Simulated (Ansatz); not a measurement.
Au: settings compared (Ansatz)

The input file (Ansatz 0.2.0, plane waves):

```yaml
crystal:
  lattice:
    - [2.763287, 0.0, 0.0]
    - [-1.381643, 2.393077, 0.0]
    - [0.0, 0.0, 4.459419]
  atoms:
    - { symbol: Au, position: [0.3333, 0.6667, 0.25] }
    - { symbol: Au, position: [0.6666, 0.3333, 0.75] }
  symmetry: { tolerance: 0.0003 }
kpoints:
  mp_grid: { grid: [7, 7, 4], shift: [0, 0, 0] }
magnetization:
  spin_polarized: false
scf:
  occupations: { method: fermi_dirac, width: 0.0783 }
hamiltonian:
  pseudopotentials: { kind: paw }
  xc: pbe
basis:
  ecutwfc: 420
output:
  forces: true
  stress: true
  eigenvalues: true
  write_density: true
  write_potential: true
  elf: true
  volumetric_format: npy
```

Run with:

```bash
ansatz run input.yaml --threads 1 --pin off --max-ram 2560MiB --backend cpu --events-out ev --progress --plain --runs-dir out
```

Origin of the cell: a known structure type with other elements, at an estimated volume, so it need not be a known compound.

Output of this run (shortened):

```
Warning: the atoms were moved onto the symmetric positions of the space group found under crystal.symmetry.tolerance 3.0e-4 (fractional; no operation is sought that the atoms, as they stand i […]
Pseudopotentials: kind: paw
Pseudopotential: Au, paw, valence charge 19, recommended cutoff 420 eV (normal), Au.paw.azcp
Functional definition: PBE
  exchange = pbe_x(kappa = kappa, mu = beta*pi^2/3)
  correlation = pbe_c(beta = beta)
Crystal: 2 atoms, lattice volume = 29.489 Å³
Basis set: ecut = 420 eV, 573 PW (Γ), exchange–correlation on 40×40×60 points (8 copies of the dense FFT grid, shifted against one another)
Bands: 23, of which v1, the nominal top of the filled ones, is band 19 counted from 1 (18 counted from 0)
Symmetry: 24 space group operations
Space group: P63/mmc (ITA 194), of the structure as read, at distance tolerance 9.3e-4 Å
k-points: 24 of 196
[… 2 lines left out …]
Initial density: superposition of atomic densities (neutral atoms: chi_scale 0, normalization atom), corrected by the library's trained network
Functional: x = pbe(κ = 0.804, μ = 0.219515), c = pbe(β = 0.066725)
SCF iter   1: F=—  HF=-26297.909175 eV  Δρ=3.33e-3  dr2=1.58e-3
SCF iter   2: F=—  HF=-26297.910152 eV  Δρ=1.45e-3  dr2=1.82e-4
SCF iter   3: F=—  HF=-26297.910390 eV  Δρ=3.73e-4  dr2=1.03e-5
SCF iter   4: F=—  HF=-26297.910452 eV  Δρ=5.53e-5  dr2=2.79e-7
SCF iter   5: F=-26297.910452 eV  HF=-26297.910452 eV  Δρ=3.74e-6  dr2=1.10e-9
SCF iter   6: F=-26297.910452 eV  HF=-26297.910452 eV  Δρ=3.90e-7  dr2=1.46e-11
SCF 1 converged in 6 iterations: F = -26297.910452 eV  dr2 = 1.46e-11
SCF converged after 6 iterations
Free energy (F): -26297.910452 eV
Harris-Foulkes:  -26297.910452 eV  (|F-HF|=2.18e-11)
Internal energy: -26297.900385 eV  (E = F + TS)
E sigma→0 (E₀):  -26297.905418 eV
Entropy (-TS):   -0.010067 eV (-5.034 meV/atom)
Fermi energy:    24.599843 eV
--- Per-component energies (eV) ---
  E_band       = -274.630234
  E_kinetic    = 1218.846111
  E_local      = -2974.796677  (includes V_loc(G=0)·N_el)
  E_nonlocal   = 148.182307
  E_hartree    = 1306.156789
  E_xc         = -460.105398
  E_vxc        = -556.127970  (∫ρ·V_xc dr)
  E_paw        = -19413.711148  (= ΣΔE_a)
  E_vpaw       = -723.050286  (= ΣTr[D̂ρ^β])
  E_aug_tail   = 0.002759  (compensation charges beyond the density's cutoff)
  E_ewald      = -6122.475128
  E_smearing   = -0.010067  (= −TS)
  Σ components = -26297.910452   (vs F -26297.910452, Δ=0.00e0)
--- Forces (eV/Å), atoms counted from 1 ---
  atom   1  Au     0.000000    -0.000000    -0.000000
  atom   2  Au     0.000000     0.000000     0.000000
  max |Σ_I F_I| component: 4.63e-17 eV/Å
--- Stress (GPa, compression-positive) ---
       46.899699       0.000000      -0.000000
       -0.000000      46.899699      -0.000000
       -0.000000      -0.000000      52.557535
  P = ⅓ Tr σ = 48.7856 GPa (487.856 kbar)
```

The same input was run again with these changes:

1. `hamiltonian.pseudopotentials` { kind: paw } → { kind: nc, accuracy: standard }; `scf.eigensolver.kind` default → davidson
2. `hamiltonian.dispersion` default → d3bj; `hamiltonian.hubbard` default → { sites: [{ species: Au, l: d, u_eff: 1.0 }], double_counting: amf }
3. `kpoints.mp_grid.shift` [0, 0, 0] → [0.5, 0.5, 0.5]
4. `kpoints.mp_grid.shift` [0, 0, 0] → [0.5, 0.5, 0.5]; `scf.mixing.preconditioner` default → kerker_dos

| run | end | SCF iterations | P (GPa) | max force component (eV/Å) | moment (μB) | ΔE(σ→0) (meV/atom) |
| --- | --- | --- | --- | --- | --- | --- |
| base | converged | 6 | 48.79 | 0.000 | – | 0 |
| 1 | converged | 6 | 53.93 | 0.000 | – | – |
| 2 | converged | 7 | 40.01 | 0.000 | – | – |
| 3 | converged | 6 | 49.59 | 0.039 | – | 66.34 |
| 4 | converged | 6 | 49.59 | 0.039 | – | 66.34 |

Energies are compared only where functional, datasets, charge and starting cell are the same.

Caveats of the base run: no spin-orbit coupling, though heavy elements are present; the given cell is far from equilibrium, with atoms too close or a volume far off; the k mesh is coarse if the cell is a metal.

Run 1: the cutoff lies below the datasets' advice.
Run 3: the k mesh keeps only part of the crystal's symmetry.
Run 4: the k mesh keeps only part of the crystal's symmetry.

Time of the base run: 0.96 s on 1 thread of Arm Neoverse V2 (shared host), peak memory 0.27 GiB, from the program's own first density.
